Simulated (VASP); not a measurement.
Write the native input for VASP 6.6.1 that does the following.

```yaml
Task: relaxation of shape and atoms at fixed volume
Functional: PBEsol
Potentials_or_basis: VASP PAW PBE potentials, release 64 (Be)
Cutoff: 600 eV
k_mesh: 18 × 18 × 10
Occupations: methfessel-paxton, width 0.1 eV
Spin: no spin polarisation
Further_INCAR_settings: ALGO = Fast; EDIFF = 1e-07; IBRION = 2; EDIFFG = -0.01; NSW = 40; ISIF = 4
```

The structure of Be lies in POSCAR:

```
Be                                      
1.0
    2.2082797577      0.0000000000      0.0000000000
   -1.1041398789      1.9124263689      0.0000000000
    0.0000000000      0.0000000000      3.4948866336
  Be            
     2
Direct
     0.3333333332999970    0.6666666667000030    0.2500000000000000
     0.6666666667000030    0.3333333332999970    0.7500000000000000
```

The cell isn't the ideal one: a relaxed cell with its volume scaled by 0.94.

The input as run:

INCAR

```
PREC     = Accurate       # precision mode
ENCUT    = 600            # plane-wave cutoff, eV
EDIFF    = 1E-7           # SCF threshold, eV
ISMEAR   = 1              # smearing method
SIGMA    = 0.1            # smearing width, eV
LREAL    = F              # projectors in reciprocal space
LASPH    = T              # aspherical terms in the spheres
NELM     = 80             # most SCF steps
ALGO     = Fast           # electronic algorithm
ISIF     = 4              # what is computed and relaxed
LWAVE    = F              # write WAVECAR
LCHARG   = F              # write CHGCAR
GGA      = PS             # functional
IBRION   = 2              # ionic algorithm
NSW      = 40             # ionic steps
EDIFFG   = -0.01          # ionic threshold
```

KPOINTS

```
regular mesh
0
Gamma
  18 18 10
```

Potentials or basis: VASP PAW PBE potentials, release 64 (Be).

Launch:

```sh
$ cat potpaw_PBE.64/Be/POTCAR > POTCAR
$ mpirun -np 1 vasp_std > vasp.out
```

It gave:

The energy gained by relaxing is 0.0 meV/atom and the ionic steps are 2. The pressure after relaxing is 8.6 GPa and the band gap on the k mesh is none (metal or under the smearing width).

Caveat: the PAW data sets were made with another functional, which shifts forces and pressure a little.

Run time: 10 s on 1 thread of Intel(R) Xeon(R) 6975P-C (Granite Rapids) (shared host), peak memory 0.13 GiB.
